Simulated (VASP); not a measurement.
CoO: single point with LDA+U

The system is CoO.

```
Co O
1.0
     2.85630    0.00000    0.00000
    -1.42815    2.47363    0.00000
     0.00000    0.00000    5.57521
Co O
2 2
Direct
  0.00000 0.00000 0.00000
  0.00000 0.00000 0.50000
  0.66667 0.33333 0.25000
  0.66667 0.33333 0.75000
```

Measurements of this composition are mostly on another form, of space group No. 225.

```
Program             : VASP 6.6.1
Task                : single point
Functional          : LDA
Potentials or basis : VASP PAW LDA potentials, release 64 (Co, O)
Cutoff              : 520 eV
k mesh              : 8 × 8 × 4
Occupations         : gaussian, width 0.05 eV
Spin                : collinear spin, ferrimagnetic start
Starting moments    : [2.0, -1.0, 0.0, 0.0] μB
Hubbard terms       : Co d U = 7 eV
```

The pressure is -23.6 GPa and the band gap on the k mesh is none (metal or under the smearing width). The net moment is 0.00 μB per cell and the site moments are Co +2.70, -2.70; O +0.00 μB. The valence electrons inside the program's atomic spheres are Co 7.86; O 4.93.

Stress tensor (GPa, compression positive):
```
-19.43   0.00   0.00
  0.00 -19.43   0.00
  0.00   0.00 -31.81
```

Levels at points of the mesh, in eV from the Fermi level:
Spin up:
| k point | band 11 | band 12 | band 13 | band 14 | band 15 | band 16 | band 17 | band 18 | band 19 | band 20 |
| --- | --- | --- | --- | --- | --- | --- | --- | --- | --- | --- |
| (0.00, 0.00, 0.00) | -2.57 | -2.57 | -1.54 | -1.54 | 0.18 | 0.18 | 1.12 | 3.19 | 3.19 | 7.00 |
| (0.50, 0.00, 0.00) | -3.24 | -2.76 | -1.97 | -1.74 | -0.75 | 0.12 | 3.48 | 3.66 | 5.15 | 5.78 |
| (0.00, 0.00, 0.50) | -2.59 | -2.59 | -1.59 | -1.59 | 0.23 | 0.23 | 3.20 | 3.20 | 3.46 | 3.65 |
| (0.50, 0.00, 0.50) | -3.47 | -3.08 | -2.89 | -1.84 | -0.33 | 0.16 | 3.13 | 3.54 | 6.18 | 6.93 |
Spin down:
```csv
k point,band 11,band 12,band 13,band 14,band 15,band 16,band 17,band 18,band 19,band 20
"(0.00, 0.00, 0.00)",-2.57,-2.57,-1.54,-1.54,0.18,0.18,1.12,3.19,3.19,7.00
"(0.50, 0.00, 0.00)",-3.24,-2.76,-1.97,-1.74,-0.75,0.12,3.48,3.66,5.15,5.78
"(0.00, 0.00, 0.50)",-2.59,-2.59,-1.59,-1.59,0.24,0.24,3.20,3.20,3.46,3.66
"(0.50, 0.00, 0.50)",-3.47,-3.08,-2.89,-1.84,-0.33,0.16,3.13,3.54,6.18,6.93
```

Eigenvalues of the final occupation matrices:
```csv
site,spin,trace,eigenvalues
site 1 d,1,4.95,0.98 0.98 0.98 1.01 1.01
site 1 d,2,2.26,0.10 0.10 0.54 0.54 0.97
site 2 d,1,2.26,0.10 0.10 0.54 0.54 0.97
site 2 d,2,4.95,0.98 0.98 0.98 1.01 1.01
```

Wall time 70 s on 1 thread of Intel(R) Xeon(R) Platinum 8488C (Sapphire Rapids), with other jobs on the host, peak memory 0.17 GiB.

The state reached can hang on the start; a lower one may exist.
